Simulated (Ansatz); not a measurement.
System: PbSe (rock salt type), 2 atoms in the cell.

Method: Ansatz, PBE, all-electron LAPW, point nucleus.

k-mesh 8×8×8 Γ-centred; Fermi–Dirac smearing of 0.1 eV; no spin polarisation; no spin–orbit coupling.

```
CELL_PARAMETERS angstrom
0.00000 3.10500 3.10500
3.10500 0.00000 3.10500
3.10500 3.10500 0.00000
ATOMIC_POSITIONS crystal
Pb 0.00000 0.00000 0.00000
Se 0.50000 0.50000 0.50000
```

What pressure does the calculation give?

The pressure is 0.16 GPa, so at these settings the cell is compressed and would expand.

The k-mesh is modest, so these values aren't fully converged in k. Spin–orbit coupling is left out, which matters for 6p elements such as Tl, Pb and Bi.
